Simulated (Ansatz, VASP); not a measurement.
HfN in VASP and in Ansatz

```
Hf N
1.0
     3.13391    0.00000    0.00000
    -1.56695    2.71404    0.00000
     0.00000    0.00000    5.41677
Hf N
2 2
Direct
  0.66667 0.33333 0.75000
  0.33333 0.66667 0.25000
  0.00000 0.00000 0.00000
  0.00000 0.00000 0.50000
```

The cell comes from a database or a generator and needn't be the stable form of this composition.

Alike in both runs: task relaxation of cell and atoms; functional PBEsol; dispersion D3(BJ); k mesh 9 × 9 × 5; no spin polarisation.

```csv
,VASP,Ansatz
version,VASP 6.6.1,Ansatz 0.2.0
potentials or method,"VASP PAW PBE potentials, release 64 (Hf_pv, N)","plane waves, PAW"
plane-wave cutoff (eV),600,420
occupations,"methfessel-paxton of order 1, width 0.05 eV","cold, width 0.05 eV"
valence electrons in the cell,30,62
```

```csv
,VASP,Ansatz,Ansatz less VASP
relaxed volume (Å³/atom),11.11,11.19,+0.083
relaxed cell length with the largest relative difference (Å),3.097,3.105,+0.0085
energy change over the relaxation (meV/atom),-13,-8,+5.1
```

The two sets of potentials don't hold the same shells in valence.

Caveats: the PAW data sets were made with another functional, which shifts forces and pressure a little (VASP); pairwise dispersion overbinds metals, which lowers pressure and volume. The runs have no spin-orbit coupling, so splittings on Hf are missing.
